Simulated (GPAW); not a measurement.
# Si (Fd-3m) in GPAW: notebook

The runs below take Si through band structure, equation of state, with PBE, RPBE+D3(BJ), BLYP+D4.

All numbers are computed with GPAW 26.7.0; they aren't measurements. Logs are shortened: lines on timing, memory, paths and dates and some standing lists are left out, and cuts for length are marked. The log counts tension as positive stress, the text compression.

### Step 1. The structure

It takes space group Fd-3m (No. 227, cubic). Conventional cell: a = 5.444 Å, b = 5.444 Å, c = 5.444 Å, α = 90.00°, β = 90.00°, γ = 90.00°. Around Si (site symmetry -43m) lie 4 Si at 2.36 Å.

### Step 2. Band structure, PBE

File run.py:

```python
from ase.dft.bandgap import bandgap
from ase.io import read, write
from gpaw import GPAW

atoms = read('Si.xyz')

calc = GPAW(mode='lcao',
            h=0.2,
            basis='szp(dzp)',
            xc='PBE',
            kpts={'size': (8, 8, 8), 'gamma': True},
            occupations={'name': 'fermi-dirac', 'width': 0.05},
            convergence={'density': 1e-05, 'energy': 1e-05},
            maxiter=150,
            txt='gpaw.txt')
atoms.calc = calc
energy = atoms.get_potential_energy()
forces = atoms.get_forces()
calc.write('gs.gpw')
write('result.traj', atoms)
print(f'Energy: {energy:.6f} eV')
print('Forces (eV/A):')
print(forces.round(4))
print('Fermi level:', round(calc.get_fermi_level(), 4), 'eV')
print(f'Gap: {bandgap(calc)[0]:.4f} eV, direct: {bandgap(calc, direct=True)[0]:.4f} eV')

path = atoms.cell.bandpath('GXWKGLUWLK,UX', npoints=80, eps=1e-4)
bs_calc = calc.fixed_density(kpts=path, symmetry='off', txt='bands.txt')
bs = bs_calc.band_structure()
bs.write('bs.json')
print(f'Gap on the path: {bandgap(bs_calc)[0]:.4f} eV')
```

File Si.xyz:

```xyz
2
Lattice="0.0000000000 2.7218511865 2.7218511865 2.7218511865 0.0000000000 2.7218511865 2.7218511865 2.7218511865 0.0000000000" Properties=species:S:1:pos:R:3 pbc="T T T"
Si     2.7218511865      2.7218511865      2.7218511865
Si     4.0827767798      4.0827767798      4.0827767798
```

Potentials or basis: GPAW PAW data sets (gpaw-data 1.2.1), lcao:szp(dzp).

The run is started by

```sh
> OMP_NUM_THREADS=1 python run.py
```

gpaw.txt:

```text
__  _  _
 | _ |_)|_||  |
 |__||  | ||/\| - 26.7.0

Input parameters:
  mode=LCAO(),
  basis={'default': 'szp(dzp)'},
  convergence={'density': 1e-05, 'energy': 1e-05},
  h=0.2,
  kpts=MonkhorstPack(size=(8, 8, 8), gamma=True),
  maxiter=150,
  occupations=Occupations(name='fermi-dirac', width=0.05),
  xc=XC(name='PBE')

           Si

       Si

Atoms  # Å, Bohr magnetons
|   | symbol |        x |        y |        z |    initial magnetic moments |
|---|--------|----------|----------|----------|-----------------------------|
| 0 |     Si | 2.721851 | 2.721851 | 2.721851 | ( 0.0000,  0.0000,  0.0000) |
| 1 |     Si | 4.082777 | 4.082777 | 4.082777 | ( 0.0000,  0.0000,  0.0000) |

Unit cell  # Å
| periodic |        x |        y |        z |  lengths |    angles |
|----------|----------|----------|----------|----------|-----------|
|      yes | 0.000000 | 2.721851 | 2.721851 | 3.849279 | 60.000000 |
|      yes | 2.721851 | 0.000000 | 2.721851 | 3.849279 | 60.000000 |
|      yes | 2.721851 | 2.721851 | 0.000000 | 3.849279 | 60.000000 |

Number of symmetries: 24
Symmetry operations  # r_c * U_cc + t_c -> r_c
|    | kind |            matrix            |
|----|------|------------------------------|
|  0 |  E   |  1, 0, 0,  0, 1, 0,  0, 0, 1 |
|  1 |  σ   |  1, 0, 0,  0, 0, 1,  0, 1, 0 |
|  2 |  σ   |  1, 0,-1,  0, 1,-1,  0, 0,-1 |
|  3 |  C3  |  1, 0,-1,  0, 0,-1,  0, 1,-1 |
|  4 |  C3  |  1,-1, 0,  0,-1, 1,  0,-1, 0 |
|  5 |  σ   |  1,-1, 0,  0,-1, 0,  0,-1, 1 |
|  6 |  σ   |  0, 1, 0,  1, 0, 0,  0, 0, 1 |
|  7 |  C3  |  0, 1, 0,  0, 0, 1,  1, 0, 0 |
|  8 |  C2  |  0, 1,-1,  1, 0,-1,  0, 0,-1 |
|  9 |  S4  |  0, 1,-1,  0, 0,-1,  1, 0,-1 |
| 10 |  C3  |  0, 0, 1,  1, 0, 0,  0, 1, 0 |
| 11 |  σ   |  0, 0, 1,  0, 1, 0,  1, 0, 0 |
| 12 |  S4  |  0, 0,-1,  1, 0,-1,  0, 1,-1 |
| 13 |  C3  |  0, 0,-1,  0, 1,-1,  1, 0,-1 |
| 14 |  S4  |  0,-1, 1,  1,-1, 0,  0,-1, 0 |
| 15 |  C2  |  0,-1, 1,  0,-1, 0,  1,-1, 0 |
| 16 |  C3  |  0,-1, 0,  1,-1, 0,  0,-1, 1 |
| 17 |  S4  |  0,-1, 0,  0,-1, 1,  1,-1, 0 |
| 18 |  S4  | -1, 1, 0, -1, 0, 1, -1, 0, 0 |
| 19 |  C3  | -1, 1, 0, -1, 0, 0, -1, 0, 1 |
| 20 |  C3  | -1, 0, 1, -1, 1, 0, -1, 0, 0 |
| 21 |  S4  | -1, 0, 1, -1, 0, 0, -1, 1, 0 |
| 22 |  σ   | -1, 0, 0, -1, 1, 0, -1, 0, 1 |
| 23 |  C2  | -1, 0, 0, -1, 0, 1, -1, 1, 0 |

BZ-sampling:
  Number of BZ points: 512
  Number of IBZ points: 29

  Monkhorst-Pack size: [8, 8, 8]
  Monkhorst-Pack shift: [0.0625, 0.0625, 0.0625]

K-points  # in reciprocal-cell coordinates
|     |                                coordinates |     weight |
|-----|--------------------------------------------|------------|
|   0 | (  0.00000000,   0.00000000,   0.00000000) | 0.00195312 |
|   1 | (  0.12500000,   0.12500000,   0.00000000) | 0.01171875 |
|   2 | (  0.12500000,   0.12500000,   0.12500000) | 0.01562500 |
|   3 | (  0.25000000,   0.12500000,   0.12500000) | 0.02343750 |
|   4 | (  0.25000000,   0.25000000,   0.00000000) | 0.01171875 |
|   5 | (  0.25000000,   0.25000000,   0.12500000) | 0.04687500 |
|   6 | (  0.25000000,   0.25000000,   0.25000000) | 0.01562500 |
|   7 | (  0.37500000,   0.25000000,  -0.37500000) | 0.04687500 |
|   8 | (  0.37500000,   0.25000000,   0.12500000) | 0.04687500 |
|   9 | (  0.37500000,   0.25000000,   0.25000000) | 0.04687500 |
| ... |                                            |            |
|  28 | (  0.50000000,   0.50000000,   0.50000000) | 0.00781250 |

basis functions: 18
Spin-components: 1 (collinear spins)
Bands:           8
Projectors:      10
Spin-degeneracy: 2
Datatype:        <class 'complex'>

Parallelization:
  kpt:    1
  domain: 1
  band:   1

Density:
  Valence electrons: 8.0
  Components: 1
  Grid points: [16 16 16]
  Charge: 0.0  # |e|

Potential:
  Grid points: [16 16 16]

species:
  Si:
    name:    Silicon
    Z:       14.0
    valence: 4
    core:    10
    charge:  0.0  # [|e|]
    compensation charges:
      type: gauss
      rc: 0.33  # [Å]
      lmax: 2
    cutoffs:
      filter: 1.86  # [Å]
      core: 2.06  # [Å]
    projectors
    | kind |    occ | energy [eV] | rcut [Å] |
    |------|--------|-------------|----------|
    |   3s |  2.000 |     -10.812 |    1.058 |
    |   3p |  2.000 |      -4.081 |    1.058 |
    |    s |        |      16.399 |    1.058 |
    |    p |        |      23.130 |    1.058 |
    |    d |        |       0.000 |    1.058 |

    LCAO basis set for Si:
      Name: szp(dzp)
      File: <dir>
      Number of radial functions: 3
      Number of spherical harmonics: 9
        l=0, rc=6.8594 Bohr: 3s-sz confined orbital
        l=1, rc=9.0625 Bohr: 3p-sz confined orbital
        l=2, rc=9.0625 Bohr: d-type Gaussian polarization
      Number of RI-basis functions 0

Reference energy: -15772.688500  # eV

eigensolver:
  <gpaw.new.lcao.eigensolver.LCAOEigensolver object>
density mixing:
  MSR1-Mixer
  Pratt-step length: 0.05
  Maximum mixing coefficient: 0.75
  Old densities: 10
  SVD Regularization: 0.005
  Good broyden scale: 1.0
  Trust region scale: 1.0
  Backstep threshold: 4.0
  History deletion threshold: 6.0
  Fourier metric: weight=20.0, sigma=0.015

occupation numbers:
  Fermi-Dirac:
    width: 0.0500  # eV

FastPoissonSolver using
    Stencil: 12*3+1=37 point O(h^6) finite-difference Laplacian
    FFT axes: [np.int64(0), np.int64(1), np.int64(2)]
    FST axes: []

xc functional:
  name: PBE with 2 nearest neighbor stencil
interpolation: tri-quintic # 5. degree polynomial

           Si

       Si

Atoms  # Å, Bohr magnetons
|   | symbol |        x |        y |        z |    initial magnetic moments |
|---|--------|----------|----------|----------|-----------------------------|
| 0 |     Si | 2.721851 | 2.721851 | 2.721851 | ( 0.0000,  0.0000,  0.0000) |
| 1 |     Si | 4.082777 | 4.082777 | 4.082777 | ( 0.0000,  0.0000,  0.0000) |

Unit cell  # Å
| periodic |        x |        y |        z |  lengths |    angles |
|----------|----------|----------|----------|----------|-----------|
|      yes | 0.000000 | 2.721851 | 2.721851 | 3.849279 | 60.000000 |
|      yes | 2.721851 | 0.000000 | 2.721851 | 3.849279 | 60.000000 |
|      yes | 2.721851 | 2.721851 | 0.000000 | 3.849279 | 60.000000 |

Number of symmetries: 24
Symmetry operations  # r_c * U_cc + t_c -> r_c
|    | kind |            matrix            |
|----|------|------------------------------|
|  0 |  E   |  1, 0, 0,  0, 1, 0,  0, 0, 1 |
|  1 |  σ   |  1, 0, 0,  0, 0, 1,  0, 1, 0 |
|  2 |  σ   |  1, 0,-1,  0, 1,-1,  0, 0,-1 |
|  3 |  C3  |  1, 0,-1,  0, 0,-1,  0, 1,-1 |
|  4 |  C3  |  1,-1, 0,  0,-1, 1,  0,-1, 0 |
|  5 |  σ   |  1,-1, 0,  0,-1, 0,  0,-1, 1 |
|  6 |  σ   |  0, 1, 0,  1, 0, 0,  0, 0, 1 |
|  7 |  C3  |  0, 1, 0,  0, 0, 1,  1, 0, 0 |
|  8 |  C2  |  0, 1,-1,  1, 0,-1,  0, 0,-1 |
|  9 |  S4  |  0, 1,-1,  0, 0,-1,  1, 0,-1 |
| 10 |  C3  |  0, 0, 1,  1, 0, 0,  0, 1, 0 |
| 11 |  σ   |  0, 0, 1,  0, 1, 0,  1, 0, 0 |
| 12 |  S4  |  0, 0,-1,  1, 0,-1,  0, 1,-1 |
| 13 |  C3  |  0, 0,-1,  0, 1,-1,  1, 0,-1 |
| 14 |  S4  |  0,-1, 1,  1,-1, 0,  0,-1, 0 |
| 15 |  C2  |  0,-1, 1,  0,-1, 0,  1,-1, 0 |
| 16 |  C3  |  0,-1, 0,  1,-1, 0,  0,-1, 1 |
| 17 |  S4  |  0,-1, 0,  0,-1, 1,  1,-1, 0 |
| 18 |  S4  | -1, 1, 0, -1, 0, 1, -1, 0, 0 |
| 19 |  C3  | -1, 1, 0, -1, 0, 0, -1, 0, 1 |
| 20 |  C3  | -1, 0, 1, -1, 1, 0, -1, 0, 0 |
| 21 |  S4  | -1, 0, 1, -1, 0, 0, -1, 1, 0 |
| 22 |  σ   | -1, 0, 0, -1, 1, 0, -1, 0, 1 |
| 23 |  C2  | -1, 0, 0, -1, 0, 1, -1, 1, 0 |

BZ-sampling:
  Number of BZ points: 512
  Number of IBZ points: 29

  Monkhorst-Pack size: [8, 8, 8]
  Monkhorst-Pack shift: [0.0625, 0.0625, 0.0625]

K-points  # in reciprocal-cell coordinates
|     |                                coordinates |     weight |
|-----|--------------------------------------------|------------|
|   0 | (  0.00000000,   0.00000000,   0.00000000) | 0.00195312 |
|   1 | (  0.12500000,   0.12500000,   0.00000000) | 0.01171875 |
|   2 | (  0.12500000,   0.12500000,   0.12500000) | 0.01562500 |
|   3 | (  0.25000000,   0.12500000,   0.12500000) | 0.02343750 |
|   4 | (  0.25000000,   0.25000000,   0.00000000) | 0.01171875 |
|   5 | (  0.25000000,   0.25000000,   0.12500000) | 0.04687500 |
|   6 | (  0.25000000,   0.25000000,   0.25000000) | 0.01562500 |
|   7 | (  0.37500000,   0.25000000,  -0.37500000) | 0.04687500 |
|   8 | (  0.37500000,   0.25000000,   0.12500000) | 0.04687500 |
|   9 | (  0.37500000,   0.25000000,   0.25000000) | 0.04687500 |
| ... |                                            |            |
|  28 | (  0.50000000,   0.50000000,   0.50000000) | 0.00781250 |

basis functions: 18
Spin-components: 1 (collinear spins)
Bands:           8
Projectors:      10
Spin-degeneracy: 2
Datatype:        <class 'complex'>

Parallelization:
  kpt:    1
  domain: 1
  band:   1

Density:
  Valence electrons: 8.0
  Components: 1
  Grid points: [16 16 16]
  Charge: 0.0  # |e|

Potential:
  Grid points: [16 16 16]

species:
  Si:
    name:    Silicon
    Z:       14.0
    valence: 4
    core:    10
    charge:  0.0  # [|e|]
    compensation charges:
      type: gauss
      rc: 0.33  # [Å]
      lmax: 2
    cutoffs:
      filter: 1.86  # [Å]
      core: 2.06  # [Å]
    projectors
    | kind |    occ | energy [eV] | rcut [Å] |
    |------|--------|-------------|----------|
    |   3s |  2.000 |     -10.812 |    1.058 |
    |   3p |  2.000 |      -4.081 |    1.058 |
    |    s |        |      16.399 |    1.058 |
    |    p |        |      23.130 |    1.058 |
    |    d |        |       0.000 |    1.058 |

    LCAO basis set for Si:
      Name: szp(dzp)
      File: <dir>
      Number of radial functions: 3
      Number of spherical harmonics: 9
        l=0, rc=6.8594 Bohr: 3s-sz confined orbital
        l=1, rc=9.0625 Bohr: 3p-sz confined orbital
        l=2, rc=9.0625 Bohr: d-type Gaussian polarization
      Number of RI-basis functions 0

Reference energy: -15772.688500  # eV

eigensolver:
  <gpaw.new.lcao.eigensolver.LCAOEigensolver object>
density mixing:
  MSR1-Mixer
  Pratt-step length: 0.05
  Maximum mixing coefficient: 0.75
  Old densities: 10
  SVD Regularization: 0.005
  Good broyden scale: 1.0
  Trust region scale: 1.0
  Backstep threshold: 4.0
  History deletion threshold: 6.0
  Fourier metric: weight=20.0, sigma=0.015

occupation numbers:
  Fermi-Dirac:
    width: 0.0500  # eV

FastPoissonSolver using
    Stencil: 12*3+1=37 point O(h^6) finite-difference Laplacian
    FFT axes: [np.int64(0), np.int64(1), np.int64(2)]
    FST axes: []

xc functional:
  name: PBE with 2 nearest neighbor stencil
interpolation: tri-quintic # 5. degree polynomial

convergence criteria:
- Maximum integral of absolute [dens]ity change: 1e-05 electrons / valence electron
- Maximum [total energy] change in last 3 cyles: 1e-05 eV / valence electron
- Maximum integral of absolute [eigenst]ate change: 4e-08 eV^2 / valence electron
maximum number of iterations: 150

SCF iterations
|iter     | |      energy | eigst |  dens |
|---------|-|-------------|-------|-------|
|iter:   1| |  -10.174617 |      c|       |
|iter:   2| |  -10.179045 |      c| -0.92 |
|iter:   3| |  -10.211685 |      c| -0.95 |
|iter:   4| |  -10.214668 |      c| -1.46 |
|iter:   5| |  -10.214668 |      c| -4.08 |
|iter:   6| |  -10.214668c|      c| -4.79 |
|iter:   7| |  -10.214668c|      c| -6.17c|

Converged in 7 steps
Energy contributions relative to reference atoms: (reference = -15772.688500)

Energy contributions:
  Kinetic:          -0.353681
  Coulomb:           0.736098
  Zero:             -0.008267
  External:          0.000000
  Xc:              -10.588817
  Entropy:          -0.000001
  Spinorbit:         0.000000
  ----------------------------
  Free energy:     -10.214668
  Extrapolated:    -10.214668

dipole moment: (3.722383, 3.722383, 3.722383)  # |e|*Ang

Fermi level: 5.379
Eigenvalues  # (at kpt = [0.000, 0.000, 0.000])
| band index |      eig [eV] | occ [0-2] |
|------------|---------------|-----------|
|          0 |        -6.953 |     2.000 |
|          1 |         4.903 |     2.000 |
|          2 |         4.903 |     2.000 |
|          3 |         4.903 |     2.000 |
|          4 |         7.682 |     0.000 |
|          5 |         7.683 |     0.000 |
|          6 |         7.683 |     0.000 |
|          7 |         8.182 |     0.000 |

Gap: 0.985 eV
Transition (v -> c):
  (s=0, k=0, n=3, [0.00, 0.00, 0.00]) -> (s=0, k=12, n=4, [0.38, 0.38, 0.00])
Direct/indirect transitions are different
Direct gap: 2.779 eV
Transition at: (s=0, k=0, n=3, [0.00, 0.00, 0.00])

Forces  # eV/Ang
|       x |        y |        z |
|---------|----------|----------|
| 0.00000 | -0.00000 |  0.00000 |  # Si   0
| 0.00000 | -0.00000 | -0.00000 |  # Si   1

# Writing to gs.gpw (mode='')
```

It took 52 s on 1 thread of AMD EPYC 7B13 (Zen 3), shared host; peak memory 0.15 GiB.

These settings aren't checked as converged: the numbers below hold their error.

What came out:

* Free energy: -10.2147 eV
* Band gap on the k mesh: 0.98 eV, indirect (least direct gap 2.78 eV)
* Band gap along the path: 0.99 eV, indirect (least direct gap 2.78 eV)

Caveat: the real-space grid adds noise to forces; the basis of atomic orbitals isn't converged, which shifts pressures, moduli and gaps.

### Step 3. Equation of state, RPBE+D3(BJ)

File run.py:

```python
from ase.calculators.mixing import SumCalculator
from ase.eos import EquationOfState
from ase.io import Trajectory, read
from ase.units import GPa
from dftd3.ase import DFTD3
from gpaw import GPAW, PW

atoms = read('POSCAR')

traj = Trajectory('eos.traj', 'w')
volumes, energies = [], []
for x in [0.94, 0.96, 0.98, 1.0, 1.02, 1.04, 1.06]:
    a = atoms.copy()
    a.set_cell(atoms.cell * x**(1 / 3), scale_atoms=True)
    calc = GPAW(mode=PW(600),
                xc='RPBE',
                kpts={'size': (8, 8, 8), 'gamma': True},
                occupations={'name': 'fermi-dirac', 'width': 0.05},
                nbands=11,
                convergence={'density': 1e-05, 'energy': 1e-05},
                maxiter=150,
                txt=f'eos-{x:.2f}.txt')
    a.calc = SumCalculator([calc, DFTD3(method='rpbe', damping='d3bj')])
    energies.append(a.get_potential_energy())
    volumes.append(a.get_volume())
    p = -a.get_stress()[:3].mean() / GPa
    calc.write(f'eos-{x:.2f}.gpw')
    traj.write(a)
    print(f'{x:.2f} {volumes[-1]:10.4f} A^3 {energies[-1]:14.6f} eV {p:9.3f} GPa', flush=True)

v0, e0, B = EquationOfState(volumes, energies, eos='birchmurnaghan').fit()
print(f'V0 = {v0:.4f} A^3, E0 = {e0:.6f} eV, B0 = {B / GPa:.2f} GPa')
```

File POSCAR:

```
Si
1.0
    0.0000000000      2.7218511865      2.7218511865
    2.7218511865      0.0000000000      2.7218511865
    2.7218511865      2.7218511865      0.0000000000
Si
2
Direct
    0.5000000000      0.5000000000      0.5000000000
    0.7500000000      0.7500000000      0.7500000000
```

Potentials or basis: the program's PAW data sets (release 1.2.1) made for this functional, pw.

The run is started by

```sh
> OMP_NUM_THREADS=1 python run.py
```

It took 43 s on 1 thread of AMD EPYC 7B13 (Zen 3), shared host; peak memory 0.23 GiB.

Results (log left out):

```yaml
Equilibrium_volume: "18.70 Å³/atom (rough: see the caveat)"
Bulk_modulus: 113 GPa (rough)
```

Energy against volume, from the lowest point:
```csv
volume (Å³/atom),energy (meV/atom)
18.955,0.00
19.358,6.33
19.761,17.04
20.165,31.50
20.568,49.12
20.971,69.23
21.375,91.11
```

Caveat: the fit is doubtful: noisy points or a state that changes with volume; the minimum lies outside the volumes run.

### Step 4. Equation of state, BLYP+D4

Edit run.py of step 3 so:

```diff
@@ -1,9 +1,18 @@
+from ase import Atoms
 from ase.calculators.mixing import SumCalculator
 from ase.eos import EquationOfState
-from ase.io import Trajectory, read
+from ase.io import Trajectory
 from ase.units import GPa
-from dftd3.ase import DFTD3
-from gpaw import GPAW, PW
+from dftd4.ase import DFTD4
+from gpaw import GPAW, PW, setup_paths
 
-atoms = read('POSCAR')
+setup_paths.insert(0, '.')
+
+atoms = Atoms(['Si', 'Si'],
+              cell=[[0.0, 2.7218511865, 2.7218511865],
+                    [2.7218511865, 0.0, 2.7218511865],
+                    [2.7218511865, 2.7218511865, 0.0]],
+              scaled_positions=[[0.5, 0.5, 0.5],
+                                [0.75, 0.75, 0.75]],
+              pbc=True)
 
@@ -15,3 +24,3 @@
     calc = GPAW(mode=PW(600),
-                xc='RPBE',
+                xc='BLYP',
                 kpts={'size': (8, 8, 8), 'gamma': True},
@@ -20,5 +29,6 @@
                 convergence={'density': 1e-05, 'energy': 1e-05},
+                eigensolver='davidson',
                 maxiter=150,
                 txt=f'eos-{x:.2f}.txt')
-    a.calc = SumCalculator([calc, DFTD3(method='rpbe', damping='d3bj')])
+    a.calc = SumCalculator([calc, DFTD4(method='blyp')])
     energies.append(a.get_potential_energy())
```

Potentials or basis: PAW data sets generated in the run's folder for this functional, pw.

The run is started by

```sh
> gpaw-setup -f BLYP Si
> OMP_NUM_THREADS=1 python run.py
```

It took 45 s on 1 thread of AMD EPYC 7B13 (Zen 3), shared host; peak memory 0.23 GiB.

The run converged. Its results:

| Property | Result |
| --- | --- |
| Equilibrium volume | 19.97 Å³/atom |
| Bulk modulus | 89 GPa |
| Pressure derivative of the bulk modulus | 5.4 (rough: it moves with the points fitted) |

Energy against volume, from the lowest point:
| volume (Å³/atom) | energy (meV/atom) |
| --- | --- |
| 18.955 | 15.45 |
| 19.358 | 5.03 |
| 19.761 | 0.08 |
| 20.165 | 0.00 |
| 20.568 | 4.23 |
| 20.971 | 12.22 |
| 21.375 | 23.41 |

### Step 5. The reference run

An earlier run on the cell as given: functional PBEsol; potentials or basis PAW data sets generated in the run's folder for this functional; cutoff 600 eV; basis pw; k mesh 8 × 8 × 8; occupations fermi-dirac, width 0.05 eV; no spin polarisation.

* Pressure: -0.3 GPa
* Band gap on the k mesh: 0.52 eV, indirect (least direct gap 2.52 eV)
